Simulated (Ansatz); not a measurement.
The system is Ag.

```
Ag
1.0
    -1.61038    1.65353    1.61816
     1.65931   -1.66055    1.67410
     1.63933    1.68950   -1.62517
Ag
1
Direct
  0.00000 0.00000 0.00000
```

This isn't the form of Ag at room conditions, which is fcc.

The cell isn't the ideal one: cell sheared at random, sigma 0.01, atoms nudged by 0.01 Å.

| Item | Value |
| --- | --- |
| Program | Ansatz 0.2.0 |
| Task | relaxation of cell and atoms |
| Functional | HSE06 |
| Potentials or basis | Ansatz PAW |
| Cutoff | 420 eV (not typed: the program's choice for these potentials) |
| k mesh | 6 × 6 × 6 |
| Occupations | fermi-dirac, width 0.05 eV |
| Spin | no spin polarisation |

At the start: volume 18.15 Å³/atom.

Question: How do energy, volume and symmetry change on relaxing?

Answer: It ends after 12 steps and the volume is 18.12 Å³/atom (-0.1 %); space group C2/m (No. 12, to 0.05 Å).

Step by step:
| step | energy change (eV) | largest force (eV/Å) | volume (Å³) |
| --- | --- | --- | --- |
| 1 | 0.0000 | 0.0000 | 18.15 |
| 2 | -0.0174 | 0.0000 | 18.03 |
| 3 | -0.0193 | 0.0000 | 18.16 |
| 4 | -0.0198 | 0.0000 | 18.13 |
| 5 | -0.0201 | 0.0000 | 18.10 |
| 6 | -0.0201 | 0.0000 | 18.13 |
| 7 | -0.0205 | 0.0000 | 18.11 |
| 8 | -0.0205 | 0.0000 | 18.11 |
| 9 | -0.0205 | 0.0000 | 18.12 |
| 10 | -0.0205 | 0.0000 | 18.13 |
| 11 | -0.0205 | 0.0000 | 18.12 |
| 12 | -0.0204 | 0.0000 | 18.12 |

Final structure:
```yaml
crystal:
  lattice:
    - [-1.55181, 1.61818, 1.61825]
    - [1.67821, -1.54662, 1.67294]
    - [1.67906, 1.67293, -1.54637]
  atoms:
    - { symbol: Ag, position: [0.00000, 0.00000, 0.00000] }
```

Caveat: the k mesh is coarse (spacing up to 0.45 Å⁻¹), so the values aren't converged, least of all with exact exchange; the plane-wave basis is chosen anew once the cell has moved, so the energies of steps on either side of that aren't comparable; the PAW data sets come from PBE, with cores solved anew for the run's functional, which leaves a small shift of forces and pressure.
